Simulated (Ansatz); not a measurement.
Crystal: MoP.

```
CELL_PARAMETERS angstrom
3.22300 0.00000 0.00000
-1.61150 2.79120 0.00000
0.00000 0.00000 3.19100
ATOMIC_POSITIONS crystal
Mo 0.00000 0.00000 0.00000
P 0.33333 0.66667 0.50000
```

| Item | Value |
| --- | --- |
| Program | Ansatz 0.2.0 |
| Task | relaxation of cell and atoms |
| Functional | PBE |
| Dispersion | D3(BJ) |
| Potentials or basis | all-electron LAPW, scalar-relativistic |
| Basis error allowed | 0.001 eV/atom |
| k mesh | 10 × 10 × 8 |
| Occupations | fermi-dirac, width 0.05 eV |
| Spin | no spin polarisation |

At the start: volume 14.35 Å³/atom.

**Question.** How do energy, volume and symmetry change on relaxing?

**Answer.** Over 5 steps the energy falls by 4.2 meV/atom and the volume is 14.06 Å³/atom (-2.0 %); space group P-6m2 (No. 187, to 0.05 Å).

The path:
```
step  energy change (eV)  largest force (eV/Å)  volume (Å³)
   1              0.0000                0.0000        28.71
   2             -0.0071                0.0000        27.94
   3             -0.0084                0.0000        28.13
   4             -0.0085                0.0000        28.13
   5             -0.0085                0.0000        28.13
```

Final structure:
```cif
data_structure
_symmetry_space_group_name_H-M 'P 1'
_symmetry_Int_Tables_number 1
_cell_length_a 3.1991
_cell_length_b 3.1991
_cell_length_c 3.1733
_cell_angle_alpha 90.000
_cell_angle_beta 90.000
_cell_angle_gamma 120.000
_cell_volume 28.13
loop_
_atom_site_label
_atom_site_type_symbol
_atom_site_fract_x
_atom_site_fract_y
_atom_site_fract_z
_atom_site_occupancy
Mo1 Mo 0.00000 0.00000 0.00000 1
P1 P 0.33333 0.66667 0.50000 1
```
